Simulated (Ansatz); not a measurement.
# Cobalt, dhcp under revPBE: structure, energy and stiffness

Aim: take cobalt in the dhcp structure, relax it, solve it on a dense k-mesh, then scale the cell to 7 volumes from 88 to 112 % of the relaxed one and try a fit of the equation of state. The start is antiferromagnetic (alternate layers). The k-meshes are 14×14×4 for the relaxation; 19×19×5 for the dense run; 16×16×5 for the volumes.

Computed with Ansatz 0.2.0 (DFT revPBE, plane waves (420 eV) with PAW, scalar-relativistic; PAW files made under PBE, frozen cores solved again for the functional, unless a step says otherwise).

**1. The starting structure**

The structure is hexagonal, space group P6_3/mmc (No. 194). The conventional cell has a = 2.502 Å, b = 2.502 Å, c = 8.171 Å, α = 90.00°, β = 90.00°, γ = 120.00°. Co (site symmetry -3m) has 12 Co at 2.50 Å as nearest neighbours. Co (site symmetry -6m2) has 12 Co at 2.50 Å as nearest neighbours.

As a file:

```cif
data_structure
_symmetry_space_group_name_H-M 'P 1'
_symmetry_Int_Tables_number 1
_cell_length_a 2.5019
_cell_length_b 2.5019
_cell_length_c 8.1712
_cell_angle_alpha 90.000
_cell_angle_beta 90.000
_cell_angle_gamma 120.000
_cell_volume 44.29
loop_
_atom_site_label
_atom_site_type_symbol
_atom_site_fract_x
_atom_site_fract_y
_atom_site_fract_z
_atom_site_occupancy
Co1 Co 0.00000 0.00000 0.00000 1
Co2 Co 0.00000 0.00000 0.50000 1
Co3 Co 0.33333 0.66667 0.25000 1
Co4 Co 0.66667 0.33333 0.75000 1
```

Starting moments (μB): +1.7 ×2, -1.7 ×2.

**2. Geometry optimisation**

Contents of input.yaml:

```yaml
crystal:
  lattice:
    - [2.5018845205, 0.0, 0.0]
    - [-1.2509422603, 2.1666955521, 0.0]
    - [0.0, 0.0, 8.1711548441]
  atoms:
    - { symbol: Co, position: [0.0, 0.0, 0.0], spin: 1.7 }
    - { symbol: Co, position: [0.0, 0.0, 0.5], spin: 1.7 }
    - { symbol: Co, position: [0.3333333333, 0.6666666667, 0.25], spin: -1.7 }
    - { symbol: Co, position: [0.6666666667, 0.3333333333, 0.75], spin: -1.7 }
hamiltonian:
  xc: revpbe
  pseudopotentials:
    kind: paw
    azcp:
      Co: "pseudopotentials/Co.paw.azcp"
basis:
  ecutwfc: 420
  fft_grid_basis: typed
kpoints:
  mp_grid: { grid: [14, 14, 4], shift: [0, 0, 0] }
magnetization:
  spin_polarized: true
scf:
  occupations: { method: fermi_dirac, width: 0.05 }
relax:
  max_steps: 60
  f_tol: 0.01
  cell: {}
output:
  write_density: true
  write_potential: true
  elf: true
  volumetric_format: npy
```

Log:

```text
Warning: RAYON_NUM_THREADS=2 ignored (pool sized by the plan → 2); use --threads N
Engine: ansatz 0.2.0, x86_64-unknown-linux-gnu
Pseudopotentials: kind: paw
Pseudopotential: Co, paw, valence charge 17, recommended cutoff 420 eV (normal), <dir>
Functional definition: revPBE
  parameter kappa = 1.245
  parameter beta = 0.06672455060314922
  exchange = pbe_x(kappa = kappa, mu = beta*pi^2/3)
  correlation = pbe_c(beta = beta)
Crystal: 4 atoms, lattice volume = 44.294 Å³
Basis set: ecut = 420 eV, 861 PW (Γ), exchange–correlation on 36×36×120 points (8 copies of the dense FFT grid, shifted against one another)
Bands: 45, of which v1, the nominal top of the filled ones, is band 34 counted from 1 (33 counted from 0)
Symmetry: 24 space group operations
Space group: P63/mmc (ITA 194), of the structure as read, at distance tolerance 3.5e-5 Å
Magnetic group: BNS 194.263 (UNI 1493), of the structure as read, at distance tolerance 3.5e-5 Å
k-points: 72 of 784
Non-local potential: Co, projectors of the file, l = 0: 3, l = 1: 2, l = 2: 3, l = 3: 1
PAW form: soft (Blöchl's): semilocal exchange-correlation on the pseudo side does not see the compensation charge
PAW frozen core: Co, regenerated for the run's functional, and the local potential with it (the file was generated under x = pbe(κ = 0.804, μ = 0.2195149727645171), c = pbe(β = 0.06672455060314922))
PAW one-centre angular grid: Co, 590 points (default); XC on 64 Gauss nodes
Initial density: superposition of atomic densities (chi_scale 0.1, normalization cell)
Starting moments: Σ|m| = 6.8 μB on 4 of 4 sites
Starting magnetic order: compensated ferrimagnet; no operation exchanges its spin sublattices
Initial wavefunctions: pseudopotential atomic-orbital guess
Functional: x = revpbe(κ = 1.245, μ = 0.2195149727645171), c = pbe(β = 0.06672455060314922)
SCF iter   1: F=—  HF=-20516.368858 eV  |F-HF|=—  |Δ(HF+E_count)|=         —  Δρ=6.78e-2 (↑6.29e-2 ↓6.78e-2)  dr2=4.20e0  dr2_m=7.44e-2  M=0.080 μB ∫|m|=6.329 μB  β_m=0.30  ethr=3.10e-3  ⟨swp⟩=5.5  Hψ=21672  notcnv=0  defer=56
Mixer restart at iter 1: flushing history
preconditioner: auto → Kerker (q_TF=auto, 2.930 Å⁻¹)  [metal: Δε(μ)=0.002 eV  Ē_g=8.206 eV  σ=0.050 eV  W_gap=0.01  n_scr=12 (ndim 8)  ℏωp=33.5 eV  f_vac=0.000  D(μ)=8.68/eV (n_scr^D=164)]
spin=Collinear: Kerker preconditioning applied to the charge; magnetization (m = ρ↑ − ρ↓) channel mixes plain (no charge-response kernel on spin).
SCF iter   2: F=—  HF=-20515.097684 eV  |F-HF|=—  |Δ(HF+E_count)|=    1.27e0  Δρ=2.12e-2 (↑1.81e-2 ↓2.12e-2)  dr2=3.07e-1  dr2_m=5.56e-2  M=0.081 μB ∫|m|=6.339 μB  β_m=0.35  ethr=3.10e-3  ⟨swp⟩=2.2  Hψ=10641  notcnv=0  defer=297
SCF iter   3: F=—  HF=-20516.125252 eV  |F-HF|=—  |Δ(HF+E_count)|=    1.03e0  Δρ=1.10e-2 (↑1.10e-2 ↓9.37e-3)  dr2=3.13e-2  dr2_m=1.55e-2  M=0.102 μB ∫|m|=6.243 μB  β_m=0.54  ethr=4.52e-4  ⟨swp⟩=2.0  Hψ=7386  notcnv=0  defer=299
SCF iter   4: F=—  HF=-20517.264648 eV  |F-HF|=—  |Δ(HF+E_count)|=         —  Δρ=4.48e-2 (↑4.48e-2 ↓3.14e-2)  dr2=1.02e-1  dr2_m=5.67e-1  M=0.656 μB ∫|m|=5.434 μB  β_m=0.54  ethr=4.61e-5  ⟨swp⟩=2.1  Hψ=12679  notcnv=0  defer=299
Mixer restart at iter 4: flushing history
SCF iter   5: F=—  HF=-20517.557785 eV  |F-HF|=—  |Δ(HF+E_count)|=   2.93e-1  Δρ=4.03e-2 (↑4.03e-2 ↓3.55e-2)  dr2=2.49e-2  dr2_m=5.80e-1  M=1.006 μB ∫|m|=5.072 μB  β_m=0.77  ethr=4.61e-5  ⟨swp⟩=2.0  Hψ=12783  notcnv=0  defer=300
SCF iter   6: F=—  HF=-20517.926710 eV  |F-HF|=—  |Δ(HF+E_count)|=   3.69e-1  Δρ=9.64e-2 (↑9.64e-2 ↓8.72e-2)  dr2=5.81e-2  dr2_m=3.41e0  M=2.676 μB ∫|m|=3.794 μB  β_m=0.67  ethr=3.66e-5  ⟨swp⟩=2.2  Hψ=10765  notcnv=0  defer=327  recentre
SCF iter   7: F=—  HF=-20517.716105 eV  |F-HF|=—  |Δ(HF+E_count)|=   2.11e-1  Δρ=5.01e-2 (↑5.01e-2 ↓2.65e-2)  dr2=1.96e-1  dr2_m=5.75e-1  M=1.339 μB ∫|m|=4.760 μB  β_m=0.80  ethr=3.66e-5  ⟨swp⟩=2.0  Hψ=11781  notcnv=0  defer=329
SCF iter   8: F=—  HF=-20517.924490 eV  |F-HF|=—  |Δ(HF+E_count)|=         —  Δρ=9.49e-2 (↑8.69e-2 ↓9.49e-2)  dr2=2.51e-2  dr2_m=3.34e0  M=2.568 μB ∫|m|=3.729 μB  β_m=0.80  ethr=3.66e-5  ⟨swp⟩=2.1  Hψ=12766  notcnv=0  defer=327
Mixer restart at iter 8: flushing history
SCF iter   9: F=—  HF=-20519.615937 eV  |F-HF|=—  |Δ(HF+E_count)|=    1.69e0  Δρ=2.08e-1 (↑2.08e-1 ↓2.00e-1)  dr2=3.24e-2  dr2_m=1.69e1  M=6.165 μB ∫|m|=6.478 μB  β_m=0.72  ethr=3.66e-5  ⟨swp⟩=2.1  Hψ=13425  notcnv=0  defer=333  recentre
SCF iter  10: F=—  HF=-20517.721254 eV  |F-HF|=—  |Δ(HF+E_count)|=    1.89e0  Δρ=5.91e-2 (↑5.91e-2 ↓4.29e-2)  dr2=7.46e-2  dr2_m=1.05e0  M=0.882 μB ∫|m|=4.993 μB  β_m=0.86  ethr=3.66e-5  ⟨swp⟩=2.5  Hψ=12363  notcnv=0  defer=328
SCF iter  11: F=—  HF=-20517.667021 eV  |F-HF|=—  |Δ(HF+E_count)|=   5.42e-2  Δρ=5.94e-2 (↑4.65e-2 ↓5.94e-2)  dr2=6.40e-2  dr2_m=1.13e0  M=0.274 μB ∫|m|=5.183 μB  β_m=0.78  ethr=3.66e-5  ⟨swp⟩=2.2  Hψ=13438  notcnv=0  defer=324
SCF iter  12: F=—  HF=-20517.644696 eV  |F-HF|=—  |Δ(HF+E_count)|=   2.23e-2  Δρ=5.42e-2 (↑4.46e-2 ↓5.42e-2)  dr2=4.52e-2  dr2_m=9.86e-1  M=-0.266 μB ∫|m|=5.215 μB  β_m=0.14  ethr=3.66e-5  ⟨swp⟩=2.0  Hψ=8837  notcnv=0  defer=334
SCF iter  13: F=-20517.593308 eV  HF=-20517.649828 eV  |F-HF|=5.65e-2  |Δ(HF+E_count)|=   5.13e-3  Δρ=4.45e-2 (↑3.84e-2 ↓4.45e-2)  dr2=1.69e-2  dr2_m=6.96e-1  M=0.280 μB ∫|m|=5.070 μB  β_m=0.50  ethr=3.66e-5  ⟨swp⟩=1.9  Hψ=9152  notcnv=0  defer=335
SCF iter  14: F=-20517.585767 eV  HF=-20517.622566 eV  |F-HF|=3.68e-2  |Δ(HF+E_count)|=   2.73e-2  Δρ=3.61e-2 (↑3.17e-2 ↓3.61e-2)  dr2=1.96e-2  dr2_m=4.62e-1  M=-0.798 μB ∫|m|=5.031 μB  β_m=0.44  ethr=2.48e-5  ⟨swp⟩=2.0  Hψ=9013  notcnv=0  defer=335
SCF iter  15: F=-20517.597399 eV  HF=-20517.616261 eV  |F-HF|=1.89e-2  |Δ(HF+E_count)|=   6.31e-3  Δρ=2.58e-2 (↑2.45e-2 ↓2.58e-2)  dr2=3.74e-3  dr2_m=2.55e-1  M=-0.250 μB ∫|m|=4.978 μB  β_m=0.58  ethr=2.48e-5  ⟨swp⟩=1.6  Hψ=8261  notcnv=0  defer=335
SCF iter  16: F=-20517.603276 eV  HF=-20517.616544 eV  |F-HF|=1.33e-2  |Δ(HF+E_count)|=   2.83e-4  Δρ=2.25e-2 (↑2.21e-2 ↓2.25e-2)  dr2=2.59e-3  dr2_m=2.00e-1  M=-0.918 μB ∫|m|=4.814 μB  β_m=0.30  ethr=5.50e-6  ⟨swp⟩=2.0  Hψ=9571  notcnv=0  defer=335
SCF iter  17: F=-20517.608285 eV  HF=-20517.622679 eV  |F-HF|=1.44e-2  |Δ(HF+E_count)|=   6.14e-3  Δρ=2.31e-2 (↑2.31e-2 ↓2.29e-2)  dr2=1.23e-3  dr2_m=2.14e-1  M=-1.065 μB ∫|m|=4.665 μB  β_m=0.56  ethr=3.80e-6  ⟨swp⟩=2.0  Hψ=9882  notcnv=0  defer=335
SCF iter  18: F=-20517.614219 eV  HF=-20517.650412 eV  |F-HF|=3.62e-2  |Δ(HF+E_count)|=   2.77e-2  Δρ=3.52e-2 (↑3.52e-2 ↓3.39e-2)  dr2=4.96e-3  dr2_m=4.83e-1  M=0.563 μB ∫|m|=4.593 μB  β_m=0.40  ethr=1.81e-6  ⟨swp⟩=2.0  Hψ=12614  notcnv=0  defer=331  recentre
SCF iter  19: F=-20518.245900 eV  HF=-20520.275103 eV  |F-HF|=2.03e0  |Δ(HF+E_count)|=         —  Δρ=2.61e-1 (↑2.56e-1 ↓2.61e-1)  dr2=2.86e-2  dr2_m=2.71e1  M=-6.001 μB ∫|m|=6.234 μB  β_m=0.73  ethr=1.81e-6  ⟨swp⟩=2.0  Hψ=10651  notcnv=0  defer=331
Mixer restart at iter 19: flushing history
SCF iter  20: F=—  HF=-20518.764308 eV  |F-HF|=—  |Δ(HF+E_count)|=    1.51e0  Δρ=1.05e-1 (↑1.03e-1 ↓1.05e-1)  dr2=5.12e-3  dr2_m=4.39e0  M=-6.382 μB ∫|m|=6.825 μB  β_m=0.87  ethr=1.81e-6  ⟨swp⟩=3.9  Hψ=18907  notcnv=0  defer=335
SCF iter  21: F=—  HF=-20518.593116 eV  |F-HF|=—  |Δ(HF+E_count)|=   1.71e-1  Δρ=4.94e-2 (↑4.94e-2 ↓4.47e-2)  dr2=5.61e-2  dr2_m=8.85e-1  M=-6.587 μB ∫|m|=7.183 μB  β_m=0.93  ethr=1.81e-6  ⟨swp⟩=3.0  Hψ=16206  notcnv=0  defer=332
SCF iter  22: F=—  HF=-20518.547149 eV  |F-HF|=—  |Δ(HF+E_count)|=   4.60e-2  Δρ=1.17e-2 (↑1.13e-2 ↓1.17e-2)  dr2=3.28e-2  dr2_m=3.51e-2  M=-6.686 μB ∫|m|=7.355 μB  β_m=0.74  ethr=1.81e-6  ⟨swp⟩=3.0  Hψ=15661  notcnv=0  defer=331
SCF iter  23: F=—  HF=-20518.535710 eV  |F-HF|=—  |Δ(HF+E_count)|=   1.14e-2  Δρ=2.64e-3 (↑2.19e-3 ↓2.64e-3)  dr2=1.20e-2  dr2_m=5.10e-4  M=-6.709 μB ∫|m|=7.392 μB  β_m=0.80  ethr=1.81e-6  ⟨swp⟩=2.7  Hψ=13993  notcnv=0  defer=331
SCF iter  24: F=—  HF=-20518.534549 eV  |F-HF|=—  |Δ(HF+E_count)|=   1.16e-3  Δρ=2.34e-3 (↑2.34e-3 ↓2.10e-3)  dr2=3.30e-3  dr2_m=5.69e-4  M=-6.712 μB ∫|m|=7.394 μB  β_m=0.90  ethr=1.81e-6  ⟨swp⟩=2.0  Hψ=12794  notcnv=0  defer=333
SCF iter  25: F=—  HF=-20518.534854 eV  |F-HF|=—  |Δ(HF+E_count)|=   3.05e-4  Δρ=2.27e-3 (↑2.27e-3 ↓4.58e-4)  dr2=2.05e-3  dr2_m=3.85e-4  M=-6.712 μB ∫|m|=7.397 μB  β_m=0.95  ethr=1.81e-6  ⟨swp⟩=2.0  Hψ=12233  notcnv=0  defer=333
SCF iter  26: F=—  HF=-20518.534890 eV  |F-HF|=—  |Δ(HF+E_count)|=   3.53e-5  Δρ=1.03e-3 (↑1.03e-3 ↓2.77e-4)  dr2=3.48e-4  dr2_m=1.12e-4  M=-6.713 μB ∫|m|=7.399 μB  β_m=0.97  ethr=1.81e-6  ⟨swp⟩=2.1  Hψ=8487  notcnv=0  defer=331
SCF iter  27: F=—  HF=-20518.534845 eV  |F-HF|=—  |Δ(HF+E_count)|=   4.49e-5  Δρ=4.72e-4 (↑4.72e-4 ↓1.24e-4)  dr2=8.30e-5  dr2_m=2.57e-5  M=-6.713 μB ∫|m|=7.399 μB  β_m=0.99  ethr=5.12e-7  ⟨swp⟩=2.1  Hψ=8980  notcnv=0  defer=333
SCF iter  28: F=—  HF=-20518.534848 eV  |F-HF|=—  |Δ(HF+E_count)|=   3.06e-6  Δρ=1.53e-4 (↑1.53e-4 ↓5.27e-5)  dr2=1.20e-5  dr2_m=1.93e-6  M=-6.714 μB ∫|m|=7.400 μB  β_m=0.99  ethr=1.22e-7  ⟨swp⟩=1.1  Hψ=6553  notcnv=0  defer=332
SCF iter  29: F=—  HF=-20518.534848 eV  |F-HF|=—  |Δ(HF+E_count)|=   6.02e-8  Δρ=1.37e-5 (↑1.37e-5 ↓7.18e-6)  dr2=1.06e-7  dr2_m=2.08e-8  M=-6.714 μB ∫|m|=7.400 μB  β_m=0.97  ethr=1.77e-8  ⟨swp⟩=1.6  Hψ=6845  notcnv=0  defer=332
SCF iter  30: F=—  HF=-20518.534848 eV  |F-HF|=—  |Δ(HF+E_count)|=   1.82e-8  Δρ=5.90e-6 (↑5.90e-6 ↓1.97e-6)  dr2=1.85e-8  dr2_m=1.86e-9  M=-6.714 μB ∫|m|=7.400 μB  β_m=0.99  ethr=1.56e-10  ⟨swp⟩=2.1  Hψ=9217  notcnv=0  defer=332
SCF iter  31: F=-20518.534848 eV  HF=-20518.534848 eV  |F-HF|=3.94e-9  |Δ(HF+E_count)|=  1.96e-10  Δρ=2.65e-6 (↑2.65e-6 ↓8.19e-7)  dr2=4.21e-9  dr2_m=3.59e-10  M=-6.714 μB ∫|m|=7.400 μB  ethr=2.72e-11  ⟨swp⟩=5.0  Hψ=31485  notcnv=0
at 2 of the mixer's solves, the last at iteration 18, it left a direction of its history that read negative out of its fit and stepped the other way along it
WARN: the starting moments were not kept: 2 of 4 ended reversed and 2 kept their direction, counting a site from 0.1 μB. The largest reversed, site 0 (counted from 0, in the order of the report's site_moments_mub), started with +1.7 μB and closes at -1.7e0 μB in its sphere. The starting moments cancel, and the net magnetisation is 6.8e0 μB in size, over 0.1 of its absolute magnetisation of 7.4e0 μB. The SCF closed on another magnetic arrangement than the starting moments describe; that does not show which of the two is lower. To try another start: change the starting moments (crystal.atoms[].spin, magnetization.per_species, magnetization.initial_magnetization, or on a non-collinear deck that types none of these the spinor_matrix: blocks that start its atoms; where the total moment is fixed, keep their sum and leave initial_magnetization as it is; typed ones take the place of any that the run laid by itself, positive ones on a crystal's lanthanoids without a Hubbard term where scf.initial_density.shell_occupations: [] is typed); see also scf.mixing.spin_hold.
SCF 1 converged in 31 iterations: F = -20518.534848 eV  dr2 = 4.21e-9
relax step   1: F+E_penalty+E_count = -20518.53484774 eV  Δ(F+E_penalty+E_count) = +0.000e0 eV  max|allowed force component| = 3.151e-17 eV/Å  Δτ_max = 0.0000 Å  P = +1.050 GPa  Ω = 44.294 Å³  (31 SCF iters, dr2 threshold 1.00e-7 eV, accepted)
[... 17 lines left out ...]
relax step   2: F+E_penalty+E_count = -20518.53625420 eV  Δ(F+E_penalty+E_count) = -1.406e-3 eV  max|allowed force component| = 1.850e-17 eV/Å  Δτ_max = 0.0000 Å  P = +0.459 GPa  Ω = 44.421 Å³  energy of the carried Pulay correction = -1.378e-4 eV  (8 SCF iters, dr2 threshold 4.00e-7 eV, accepted)
[... 13 lines left out ...]
relax step   3: F+E_penalty+E_count = -20518.53667492 eV  Δ(F+E_penalty+E_count) = -4.207e-4 eV  max|allowed force component| = 1.793e-17 eV/Å  Δτ_max = 0.0000 Å  P = +0.000 GPa  Ω = 44.518 Å³  energy of the carried Pulay correction = -2.437e-4 eV  (8 SCF iters, dr2 threshold 4.00e-7 eV, accepted)
[... 15 lines left out ...]
relax step   4: F+E_penalty+E_count = -20518.53692887 eV  Δ(F+E_penalty+E_count) = -2.539e-4 eV  max|allowed force component| = 1.850e-17 eV/Å  Δτ_max = 0.0000 Å  P = +0.007 GPa  Ω = 44.518 Å³  stress off target by 1.95e-2 GPa  SCF on the basis re-selected at this cell (its energy is not comparable with the rows above)  (10 SCF iters)
basis re-selected at this cell: Δ(F+E_penalty+E_count) = -2.539e-4 eV, ΔP = +0.007 GPa vs the last step (what re-selecting the basis moved, of the pressure what is left beyond the Pulay correction that the steps carried, after the strain that the cell walked since its last selection, with what the two solves' SCF thresholds leave and, on support functions, any second-order correction that the steps lacked; it is no measure of the basis error at this ecutwfc). This SCF's stress stands 1.95e-2 GPa from its target on what of the cell is left free (relax.cell.stress_tol is 5.00e-2 GPa) and its largest allowed force component is 1.85e-17 eV/Å (relax.f_tol is 1.00e-2 eV/Å): within both
SCF converged after 10 iterations
Magnetization: -6.7203 μB (30.6399 up, 37.3601 down)
Absolute magnetization: 7.4168 μB (∫|ρ↑−ρ↓|, with the PAW one-centre terms)
Spin contamination: 0.1261 ħ² per cell (⟨S²⟩ above its minimum at these occupations)
Per-site moments (μB) at R_I (Å): [(-1.7496312787574906, 1.0313592040434985), (-1.7496312787574906, 1.0313592040434982), (-1.7690676464925263, 1.0313592040434985), (-1.7690676464925266, 1.0313592040434982)]
Free energy (F): -20518.536929 eV
Harris-Foulkes:  -20518.536929 eV  (|F-HF|=7.28e-12)
Internal energy: -20518.506493 eV  (E = F + TS)
E sigma→0 (E₀):  -20518.521711 eV
Entropy (-TS):   -0.030436 eV (-7.609 meV/atom)
Fermi energy:    18.306759 eV
--- Per-component energies (eV) ---
  E_band       = -1008.241012
  E_kinetic    = 1810.818194
  E_local      = -11472.490617  (includes V_loc(G=0)·N_el)
  E_nonlocal   = 1814.870324
  E_hartree    = 4804.976543
  E_xc         = -635.512746
  E_vxc        = -819.083007  (∫ρ·V_xc dr)
  E_paw        = -6074.374299  (= ΣΔE_a)
  E_vpaw       = -1952.309271  (= ΣTr[D̂ρ^β])
  E_aug_tail   = 0.000360  (compensation charges beyond the density's cutoff)
  E_ewald      = -10766.662435
  E_core_change = -0.131816  (= ΣΔE_core)
  E_smearing   = -0.030436  (= −TS)
  E_closure    = 0.000000  (closes the sum)
  Σ components = -20518.536929   (vs F -20518.536929, Δ=0.00e0)
--- Forces (eV/Å), atoms counted from 1 ---
  atom   1  Co     0.00000000     0.00000000    -0.00000000
  atom   2  Co    -0.00000000    -0.00000000     0.00000000
  atom   3  Co    -0.00000000     0.00000000     0.00000000
  atom   4  Co     0.00000000    -0.00000000     0.00000000
  max |Σ_I F_I| component: 4.21e-30 eV/Å
--- Stress (GPa, compression-positive) ---
        0.019490      -0.000000       0.000000
       -0.000000       0.019490       0.000000
        0.000000       0.000000      -0.018795
  P = ⅓ Tr σ = 0.0067 GPa (0.067 kbar)
--- Band table (eV; the first three rows and the last of 144) ---
  k-point 0 ↑: bands = ["-75.8340", "-75.8114", "-75.8027", "-75.7800", "-39.2246", "-39.0775", "-39.0489", "-38.9421", "-38.9421", "-38.9206", "-38.9206", "-38.9171", "-38.9171", "-38.8991", "-38.8955", "-38.8955", "9.3193", "11.5973", "11.6002", "14.1029", "16.6899", "16.7565", "17.2322", "17.2322", "17.2441", "17.2441", "17.2929", "17.5317", "17.5317", "17.5630", "17.5630", "17.9307", "18.4024", "18.4024", "18.7318", "18.7318", "19.0153", "19.0153", "19.4299", "19.4299", "25.3220", "33.1486", "33.1822", "39.2399", "39.8409"]
[... 3 lines left out ...]
--- Relaxed structure (3 steps of the walk, 3 accepted, 1 SCFs on fresh bases) ---
  F+E_penalty+E_count = -20518.53692887 eV   max|allowed force component| = 1.850e-17 eV/Å   (the final SCF, on the basis selected at the relaxed cell)
  cell:  # Å, volume = 44.5182 Å³
    - [2.511967167875302, 2.8983834096057133e-11, 0.0]
    - [-1.2559835839627518, 2.175427380837969, 0.0]
    - [0.0, 0.0, 8.146653206939531]
  atoms:
    - { symbol: Co, position: [3.0916638645896525e-35, -1.3888732711475036e-36, -2.6086436130018768e-37] }
    - { symbol: Co, position: [3.0188704799000087e-35, 4.629577565096603e-37, 0.5] }
    - { symbol: Co, position: [0.3333333333333333, 0.6666666666666666, 0.25] }
    - { symbol: Co, position: [0.6666666666666666, 0.33333333333333337, 0.75] }
```

Run time: 93 s. Hardware: 2 threads of an x86-64 CPU, shared host; peak memory 0.56 GiB.

Relaxation path:

```tsv
step	energy change (meV/atom)	largest force (eV/Å)	pressure (GPa)	volume (Å³/atom)
1	0.00	0.0000	1.05	11.074
2	-0.35	0.0000	0.46	11.105
3	-0.46	0.0000	0.00	11.130
4	-0.52	0.0000	0.01	11.130
```

Steps that repeat a cell are solved on a basis chosen anew, so their changes of energy are no gain of the relaxation.

The cell of the run, before and after:

|  | before | after | change |
| --- | --- | --- | --- |
| a (Å) | 2.502 | 2.512 | +0.4 % |
| b (Å) | 2.502 | 2.512 | +0.4 % |
| c (Å) | 8.171 | 8.147 | -0.3 % |
| volume (Å³/atom) | 11.074 | 11.130 | +0.5 % |
| shortest distance (Å) | 2.502 | 2.500 | -0.1 % |
| space group (spins left aside) | P6_3/mmc | P6_3/mmc | same |

**3. The energy on a finer k-mesh**

Contents of input.yaml:

```yaml
crystal:
  lattice:
    - [2.5119671679, 0.0, 0.0]
    - [-1.255983584, 2.1754273808, 0.0]
    - [0.0, 0.0, 8.1466532069]
  atoms:
    - { symbol: Co, position: [0.0, 1.0, 1.0], spin: -1.75 }
    - { symbol: Co, position: [0.0, 0.0, 0.5], spin: -1.75 }
    - { symbol: Co, position: [0.3333333333, 0.6666666667, 0.25], spin: -1.769 }
    - { symbol: Co, position: [0.6666666667, 0.3333333333, 0.75], spin: -1.769 }
hamiltonian:
  xc: revpbe
  pseudopotentials:
    kind: paw
    azcp:
      Co: "pseudopotentials/Co.paw.azcp"
basis:
  ecutwfc: 420
  fft_grid_basis: typed
kpoints:
  mp_grid: { grid: [19, 19, 5], shift: [0, 0, 0] }
magnetization:
  spin_polarized: true
scf:
  occupations: { method: fermi_dirac, width: 0.05 }
```

Log, cut to the lines that bear on the results:

```text
Warning: RAYON_NUM_THREADS=2 ignored (pool sized by the plan → 2); use --threads N
[...]
[... 3 set-up lines as earlier in the session ...]
[...]
Crystal: 4 atoms, lattice volume = 44.518 Å³
Basis set: ecut = 420 eV, 873 PW (Γ)
Bands: 46, of which v1, the nominal top of the filled ones, is band 34 counted from 1 (33 counted from 0)
[... 2 set-up lines as earlier in the session ...]
Magnetic group: BNS 194.263 (UNI 1493), of the structure as read, at distance tolerance 3.5e-5 Å
k-points: 120 of 1805
[...]
Starting moments: Σ|m| = 7.038 μB on 4 of 4 sites
[...]
SCF iter   1: F=—  HF=-20517.238842 eV  |F-HF|=—  |Δ(HF+E_count)|=         —  Δρ=1.07e-1 (↑1.07e-1 ↓1.82e-2)  dr2=4.01e0  dr2_m=8.33e-1  M=-7.030 μB ∫|m|=7.328 μB  β_m=0.30  ethr=3.10e-3  ⟨swp⟩=5.7  Hψ=36576  notcnv=0  defer=33
[...]
spin=Collinear: Kerker preconditioning applied to the charge; magnetization (m = ρ↑ − ρ↓) channel mixes plain (no charge-response kernel on spin).
[...]
SCF iter  15: F=-20518.542015 eV  HF=-20518.542015 eV  |F-HF|=2.33e-9  |Δ(HF+E_count)|=   4.30e-9  Δρ=1.98e-6 (↑1.98e-6 ↓4.90e-7)  dr2=2.56e-9  dr2_m=2.33e-10  M=-6.652 μB ∫|m|=7.366 μB  ethr=8.69e-11  ⟨swp⟩=1.0  Hψ=23040  notcnv=0
[...]
SCF converged after 15 iterations
Magnetization: -6.6524 μB (30.6738 up, 37.3262 down)
Absolute magnetization: 7.3687 μB (∫|ρ↑−ρ↓|, with the PAW one-centre terms)
Spin contamination: 0.1285 ħ² per cell (⟨S²⟩ above its minimum at these occupations)
Per-site moments (μB) at R_I (Å): [(-1.7360552990674565, 1.0313592040376993), (-1.736055299067456, 1.0313592040376993), (-1.752811138670028, 1.0313592040376993), (-1.7528111386700282, 1.0313592040376993)]
Free energy (F): -20518.542015 eV
[...]
E sigma→0 (E₀):  -20518.527473 eV
Entropy (-TS):   -0.029085 eV (-7.271 meV/atom)
Fermi energy:    18.311983 eV
[...]
```

Wall time 23 s (2 threads of an x86-64 CPU, shared host); peak memory 0.71 GiB.

(Part 1 of 2 ends here.)
